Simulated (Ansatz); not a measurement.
**SiNi₂: computed properties**

Level of theory: DFT PBEsol, scalar-relativistic, plane waves, PAW in Ansatz 0.2.0.

Cutoff 420 eV; k points 8×10×6 on the computed 12-atom cell (Γ-centred); Gaussian smearing, width 0.10 eV; no spin polarisation.

The structure is relaxed at this level of theory with its symmetry kept. Whether it is the stable form of this composition wasn't checked.

```
Si Ni
1.0
     4.91662    0.00000    0.00000
     0.00000    3.69760    0.00000
     0.00000    0.00000    7.00759
Si Ni
4 8
Direct
  0.29161 0.75000 0.61339
  0.70839 0.25000 0.38661
  0.20839 0.25000 0.11339
  0.79161 0.75000 0.88661
  0.95782 0.75000 0.20748
  0.04218 0.25000 0.79252
  0.54218 0.25000 0.70748
  0.45782 0.75000 0.29252
  0.82852 0.75000 0.56031
  0.17148 0.25000 0.43969
  0.67148 0.25000 0.06031
  0.32852 0.75000 0.93969
```

Problem. Formation energy from the elements' standard states (uncorrected)?

Solution. -0.625 eV/atom.

Problem. Density of states at the Fermi level?

Solution. 6.68 states/eV per cell.

Problem. Löwdin character within 0.5 eV of the Fermi level?

Solution. Ni 3d 66 %, Si 3p 23 %.

A ferromagnetic start lost its moments in a first run, so spin was left out; other magnetic orders weren't tried.

Cost: 1 run of about 6.3 core-minutes, on Intel Xeon Platinum 8259CL (Skylake/Cascade Lake) (shared hosts).